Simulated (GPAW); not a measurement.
# B/Ru(0001) in an electric field

Aim: the dipole that a field along the normal induces in B/Ru(0001).

Program: GPAW 26.7.0. Level of theory: GPAW, PAW setups; slab in vacuum, relaxation, in the first sound run; inputs show where later runs differ. Results are calculated unless marked as measured.

## (1) The structure

The cell holds 5 atoms: 4 Ru and 1 B. Cell: a = 2.700 Å, b = 2.700 Å, c = 26.106 Å, α = 90.0°, β = 90.0°, γ = 60.0°. Vacuum lies along c.

## (2) Relaxation

Forces are removed first; all later runs use this geometry. The lowest 2 atoms are held at bulk positions and keep their forces.

The input, run.py:

```python
import json
import numpy as np
from ase import Atoms
from ase.constraints import FixAtoms
from ase.optimize import BFGS
from gpaw import GPAW, PW

slab = Atoms(
    ['Ru', 'Ru', 'Ru', 'Ru', 'B'],
    positions=[
        [2.70000, 1.55885, 9.00000],
        [0.00000, 0.00000, 11.13840],
        [2.70000, 1.55885, 13.27680],
        [0.00000, 0.00000, 15.41520],
        [1.35000, 0.77942, 17.10635]],
    cell=[[2.7, 0.0, 0.0], [1.35, 2.33827, 0.0], [0.0, 0.0, 26.10635]],
    pbc=[True, True, False])

slab.calc = GPAW(mode=PW(500), xc='PBE', kpts={'size': (13, 13, 1), 'gamma': True},
                 occupations={'name': 'fermi-dirac', 'width': 0.1}, nbands='200%',
                 convergence={'density': 1e-05}, maxiter=200,
                 poissonsolver={'dipolelayer': 'xy'},
                 symmetry={'tolerance': 1e-3, 'extra_ids': [1, 1, 0, 0, 0]}, txt='slab.txt')
result = {}
slab.set_constraint(FixAtoms([0, 1]))
path = []
opt = BFGS(slab, maxstep=0.2)
opt.attach(lambda: path.append((slab.get_potential_energy(), slab.positions.tolist(), slab.get_forces().tolist())))
result['relaxed'] = bool(opt.run(fmax=0.03, steps=40))
result['path'] = path
energy = slab.get_potential_energy()
fermi = slab.calc.get_fermi_level()
v = slab.calc.get_electrostatic_potential().mean((0, 1)) - fermi
n = slab.calc.get_pseudo_density().mean((0, 1))
L = slab.cell[2, 2]
z = np.arange(len(v)) * L / len(v)
low, high = slab.positions[:, 2].min(), slab.positions[:, 2].max()
below, above = np.interp([low - 6.8, high + 6.8], z, v)
slopes = [np.interp(x, z, np.gradient(v, z)) for x in (low - 6.8, high + 6.8)]
eps = np.array([[slab.calc.get_eigenvalues(k, s) for k in range(len(slab.calc.get_ibz_k_points()))]
                for s in range(slab.calc.get_number_of_spins())]) - fermi
top, bottom = eps[eps < 0].max(), eps[eps > 0].min()
dipole = slab.get_dipole_moment()[2]
print(f'energy {energy:.4f} eV, Fermi level {fermi:.4f} eV, dipole {dipole:.5f} e A')
print(f'potential 6.8 A off the faces, from the Fermi level: lower {below:.4f} eV, upper {above:.4f} eV')
print(f'slope of the potential there: lower {slopes[0]:.5f}, upper {slopes[1]:.5f} eV/A')
print(f'nearest levels on the mesh: {top:.4f} and {bottom:.4f} eV')
print('magnetic moment', round(slab.get_magnetic_moment(), 3))
result.update(energy=energy, fermi=fermi, dipole=dipole, below=below, above=above, slopes=slopes, edges=[top, bottom],
              z=z.tolist(), v=v.tolist(), n=n.tolist(), positions=slab.positions.tolist(),
              forces=slab.get_forces(apply_constraint=False).tolist(), moments=slab.get_magnetic_moments().tolist())
json.dump(result, open('result.json', 'w'))
```

Command:

```sh
$ OMP_NUM_THREADS=1 OPENBLAS_NUM_THREADS=1 python run.py
```

The program printed:

```text
Step          Energy          fmax
BFGS:    0      -41.080660        2.426399
BFGS:    1      -41.208128        2.086133
BFGS:    2      -41.580312        0.614776
BFGS:    3      -41.586280        0.408794
BFGS:    4      -41.591399        0.325013
BFGS:    5      -41.597902        0.114574
BFGS:    6      -41.598221        0.068853
BFGS:    7      -41.598450        0.067257
BFGS:    8      -41.599016        0.100823
BFGS:    9      -41.599754        0.109610
BFGS:   10      -41.600508        0.067915
BFGS:   11      -41.600753        0.021803
energy -41.5309 eV, Fermi level 2.0642 eV, dipole 0.03518 e A
potential 6.8 A off the faces, from the Fermi level: lower 5.0528 eV, upper 4.0425 eV
slope of the potential there: lower 0.00004, upper 0.00001 eV/A
nearest levels on the mesh: -0.0524 and 0.0139 eV
magnetic moment 0.0
```

Wall time 21 min (1 thread of AMD EPYC 7B13 (Zen 3), shared host); peak memory 0.3 GiB.

The steps of the relaxation:

```csv
step,energy less that of the first step (eV),largest force (eV/Å)
1,0.0000,2.4264
2,-0.1297,2.0861
3,-0.5156,0.6148
4,-0.5199,0.4088
5,-0.5250,0.3250
6,-0.5308,0.1146
7,-0.5309,0.0689
8,-0.5310,0.0673
9,-0.5314,0.1008
10,-0.5320,0.1096
11,-0.5330,0.0679
12,-0.5335,0.0218
```

The atoms that moved most (Å):

| atom | dx | dy | dz | length |
| --- | --- | --- | --- | --- |
| B5 | 0.000 | 0.000 | -0.230 | 0.230 |
| Ru4 | 0.000 | 0.000 | 0.176 | 0.176 |
| Ru3 | 0.000 | 0.000 | -0.031 | 0.031 |

Final coordinates:

```
Ru B
1.0
     2.70000    0.00000    0.00000
     1.35000    2.33827    0.00000
     0.00000    0.00000   26.10635
Ru B
4 1
Cartesian
  2.7000 1.5589 9.0000
  0.0000 0.0000 11.1384
  2.7000 1.5589 13.2453
  0.0000 0.0000 15.5915
  1.3500 0.7794 16.8762
```

Numbers from this step:

| Quantity | Value |
| --- | --- |
| dipole along the normal | 0.03518 e·Å |
| levels nearest the Fermi level on the mesh | -0.05241, 0.01386 eV from the Fermi level |
| upper work function | 4.042 eV |
| lower work function | 5.053 eV |

The electrostatic potential energy of an electron (without an applied field's), less the Fermi level, planar mean by z:

z (Å), electrostatic potential energy of an electron (without an applied field's), less the Fermi level, planar mean (eV) and a bar from the least value:
```
      0.0        4.5 ##############################
      0.5        5.1 ##############################
      1.0        5.1 ##############################
      1.5        5.1 ##############################
      2.0        5.1 ##############################
      2.5        5.1 ##############################
      3.0        5.1 ##############################
      3.5        5.1 ##############################
      4.0        5.1 ##############################
      4.5        5.1 ##############################
      5.0        5.1 ##############################
      5.5        5.0 ##############################
      6.0        5.0 ##############################
      6.5        4.9 ##############################
      7.0        4.6 ##############################
      7.5        3.6 #############################
      8.0       -0.1 #########################
      8.5      -12.9 ##############
      9.0      -28.0 
      9.5      -13.1 #############
     10.0       -2.1 ########################
     10.5       -8.6 ##################
     11.0      -26.8 #
     11.5      -19.1 ########
     12.0       -3.7 ######################
     12.5       -5.7 ####################
     13.0      -23.4 ####
     13.5      -23.0 #####
     14.0       -5.0 #####################
     14.5       -0.5 #########################
     15.0       -9.8 ################
     15.5      -27.7 
     16.0      -18.2 #########
     16.5       -9.3 #################
     17.0      -11.8 ###############
     17.5       -1.1 ########################
     18.0        2.7 ############################
     18.5        3.7 #############################
     19.0        3.9 #############################
     19.5        4.0 #############################
     20.0        4.0 #############################
     20.5        4.0 #############################
     21.0        4.0 #############################
     21.5        4.0 #############################
     22.0        4.0 #############################
     22.5        4.0 #############################
     23.0        4.0 #############################
     23.5        4.0 #############################
     24.0        4.0 #############################
     24.5        4.0 #############################
     25.0        4.0 #############################
     25.5        4.0 #############################
     26.0        4.4 #############################
```

The pseudo valence density, planar mean by z:

```csv
z (Å),"pseudo valence density, planar mean (e/Å³)"
5.0,9.7e-5
5.5,3.5e-4
6.0,0.00118
6.5,0.00423
7.0,0.0147
7.5,0.0514
8.0,0.206
8.5,0.940
9.0,2.56
9.5,0.974
10.0,0.390
10.5,0.674
11.0,2.41
11.5,1.49
12.0,0.438
12.5,0.541
13.0,1.96
13.5,1.93
14.0,0.480
14.5,0.278
15.0,0.752
15.5,2.52
16.0,1.39
16.5,0.581
17.0,0.357
17.5,0.179
18.0,0.0550
18.5,0.0146
19.0,0.00368
19.5,9.7e-4
20.0,2.7e-4
20.5,7.3e-5
```

The relaxation lowered the energy of the cell by 0.534 eV (energies extrapolated to zero smearing; the optimiser's log prints free energies). The largest force left on a free atom is 0.022 eV/Å.

## (3) Plane waves, PBE

The work function is the vacuum plateau of the electrostatic potential less the Fermi level; a dipole layer lets the two faces have plateaus of their own.

This step: GPAW, PAW setups; slab in vacuum (GPAW 26.7.0).

Edit run.py of step 2 so:

```diff
@@ -3,4 +3,2 @@
 from ase import Atoms
-from ase.constraints import FixAtoms
-from ase.optimize import BFGS
 from gpaw import GPAW, PW
@@ -12,5 +10,5 @@
         [0.00000, 0.00000, 11.13840],
-        [2.70000, 1.55885, 13.27680],
-        [0.00000, 0.00000, 15.41520],
-        [1.35000, 0.77942, 17.10635]],
+        [2.70000, 1.55885, 13.24533],
+        [0.00000, -0.00000, 15.59152],
+        [1.35000, 0.77942, 16.87624]],
     cell=[[2.7, 0.0, 0.0], [1.35, 2.33827, 0.0], [0.0, 0.0, 26.10635]],
@@ -22,10 +20,4 @@
                  poissonsolver={'dipolelayer': 'xy'},
-                 symmetry={'tolerance': 1e-3, 'extra_ids': [1, 1, 0, 0, 0]}, txt='slab.txt')
+                 symmetry={'tolerance': 1e-3}, txt='slab.txt')
 result = {}
-slab.set_constraint(FixAtoms([0, 1]))
-path = []
-opt = BFGS(slab, maxstep=0.2)
-opt.attach(lambda: path.append((slab.get_potential_energy(), slab.positions.tolist(), slab.get_forces().tolist())))
-result['relaxed'] = bool(opt.run(fmax=0.03, steps=40))
-result['path'] = path
 energy = slab.get_potential_energy()
```

The program printed:

```text
energy -41.5309 eV, Fermi level 2.0643 eV, dipole 0.03526 e A
potential 6.8 A off the faces, from the Fermi level: lower 5.0528 eV, upper 4.0425 eV
slope of the potential there: lower 0.00002, upper 0.00002 eV/A
nearest levels on the mesh: -0.0524 and 0.0139 eV
magnetic moment 0.0
```

The job ended after 1.9 min (1 thread; peak memory 0.29 GiB).

This step gave:

- dipole along the normal: 0.03526 e·Å
- levels nearest the Fermi level on the mesh: -0.05243, 0.01386 eV from the Fermi level
- upper work function: 4.043 eV

The electrostatic potential energy of an electron (without an applied field's), less the Fermi level, planar mean oscillates, so the rows of the table below give means over windows of 2.13 Å about each position, cut where the curve ends. Its maxima inside the range that stand out by 2 % of the span (Å: eV): 10.1: -1.87, 12.2: -2.31, 14.4: -0.343, 16.4: -8.93. Its minima: 9.0: -28.0, 11.1: -28.5, 13.2: -28.3, 15.6: -28.6, 16.8: -13.5.

Electrostatic potential energy of an electron (without an applied field's), less the Fermi level, planar mean against z; means over each step:

```csv
z (Å),"electrostatic potential energy of an electron (without an applied field's), less the Fermi level, planar mean (eV)"
1.06,5.01
3.19,5.05
5.32,5.04
7.46,1.49
9.58,-13.4
11.71,-13.9
13.84,-12.3
15.97,-16.6
18.11,1.07
20.23,4.03
22.36,4.04
24.50,4.04
```

The pseudo valence density, planar mean oscillates, so the rows of the table below give means over windows of 2.13 Å about each position, cut where the curve ends. Its maxima inside the range that stand out by 2 % of the span (Å: e/Å³): 9.1: 2.57, 11.2: 2.60, 13.1: 2.56, 15.7: 2.62. Its minima: 10.1: 0.373, 12.2: 0.388, 14.5: 0.278.

The pseudo valence density, planar mean by z; means over each step:

z (Å), pseudo valence density, planar mean (e/Å³) and a bar:
```
     3.19       0.00 
     5.32       0.00 
     7.46       0.16 ####
     9.58       1.19 #############################
    11.71       1.20 #############################
    13.84       1.11 ###########################
    15.97       1.23 ##############################
    18.11       0.09 ##
    20.23       0.00 
    22.36       0.00
```

Force by atom:

```csv
atom,x (eV/Å),y (eV/Å),z (eV/Å),size
Ru1,0.000,0.000,0.621,0.621
Ru2,0.000,0.000,-0.615,0.615
Ru3,0.000,0.000,-0.017,0.017
Ru4,0.000,0.000,0.022,0.022
B5,0.000,0.000,-0.011,0.011
```

The potential is flat to 2.5e-5 eV/Å where it is read, so the vacuum is wide enough.

## (4) In a field

A uniform field along the normal polarises the slab; the atoms stay fixed, so this is the electronic response alone.

Edit run.py of step 3 so:

```diff
@@ -4,2 +4,3 @@
 from gpaw import GPAW, PW
+from gpaw.external import ConstantElectricField
 
@@ -20,2 +21,3 @@
                  poissonsolver={'dipolelayer': 'xy'},
+                 external=ConstantElectricField(-0.2, [0, 0, 1]),
                  symmetry={'tolerance': 1e-3}, txt='slab.txt')
```

The program printed:

```text
energy -41.5312 eV, Fermi level 2.1012 eV, dipole -0.04192 e A
potential 6.8 A off the faces, from the Fermi level: lower 3.8838 eV, upper 5.0851 eV
slope of the potential there: lower 0.00003, upper 0.00004 eV/A
nearest levels on the mesh: -0.0530 and 0.0137 eV
magnetic moment 0.0
```

Run time: 7.4 min. Hardware: 1 thread; peak memory 0.71 GiB.

Numbers from this step:

```
dipole along the normal                                         : -0.04192 e·Å
levels nearest the Fermi level on the mesh                      : -0.05303, 0.01367 eV from the Fermi level
potential below the slab, the applied field's own ramp left out : 3.884 eV from the Fermi level
potential above the slab, the applied field's own ramp left out : 5.085 eV from the Fermi level
```

Table of electrostatic potential energy of an electron (without an applied field's), less the Fermi level, planar mean by z:

```
z (Å)  electrostatic potential energy of an electron (without an applied field's), less the Fermi level, planar mean (eV)
  0.0                                                                                                                4.48
  0.5                                                                                                                3.88
  1.0                                                                                                                3.88
  1.5                                                                                                                3.88
  2.0                                                                                                                3.88
  2.5                                                                                                                3.88
  3.0                                                                                                                3.88
  3.5                                                                                                                3.88
  4.0                                                                                                                3.88
  4.5                                                                                                                3.88
  5.0                                                                                                                3.88
  5.5                                                                                                                3.88
  6.0                                                                                                                3.86
  6.5                                                                                                                3.78
  7.0                                                                                                                3.50
  7.5                                                                                                                2.50
  8.0                                                                                                               -1.12
  8.5                                                                                                               -13.8
  9.0                                                                                                               -28.8
  9.5                                                                                                               -13.8
 10.0                                                                                                               -2.69
 10.5                                                                                                               -9.12
 11.0                                                                                                               -27.2
 11.5                                                                                                               -19.5
 12.0                                                                                                               -3.89
 12.5                                                                                                               -5.81
 13.0                                                                                                               -23.4
 13.5                                                                                                               -22.9
 14.0                                                                                                               -4.83
 14.5                                                                                                              -0.232
 15.0                                                                                                               -9.43
 15.5                                                                                                               -27.2
 16.0                                                                                                               -17.6
 16.5                                                                                                               -8.58
 17.0                                                                                                               -11.0
 17.5                                                                                                              -0.209
 18.0                                                                                                                3.65
 18.5                                                                                                                4.69
 19.0                                                                                                                4.97
 19.5                                                                                                                5.05
 20.0                                                                                                                5.07
 20.5                                                                                                                5.08
 21.0                                                                                                                5.08
 21.5                                                                                                                5.08
 22.0                                                                                                                5.08
 22.5                                                                                                                5.09
 23.0                                                                                                                5.09
 23.5                                                                                                                5.09
 24.0                                                                                                                5.09
 24.5                                                                                                                5.09
 25.0                                                                                                                5.09
 25.5                                                                                                                5.09
 26.0                                                                                                                4.67
```

Force by atom:

| atom | x (eV/Å) | y (eV/Å) | z (eV/Å) | size |
| --- | --- | --- | --- | --- |
| Ru1 | 0.000 | 0.000 | 0.624 | 0.624 |
| Ru2 | 0.000 | 0.000 | -0.618 | 0.618 |
| Ru3 | 0.000 | 0.000 | -0.016 | 0.016 |
| Ru4 | 0.000 | 0.000 | 0.002 | 0.002 |
| B5 | 0.000 | 0.000 | 0.009 | 0.009 |

The dipole is now -0.0419 e Å, against 0.035 in the run without a field.

(Continued in part 2 of 2.)

[Logs are printed without paths, hosts, clocks, repeated set-up lines and the standing remarks that a program may print on its own settings, such as how far it seeks lower states.]

[Hosts, paths, dates, database ids (printed as entryN), source tags and the programs' standing remarks are cut or masked in the printed files.]
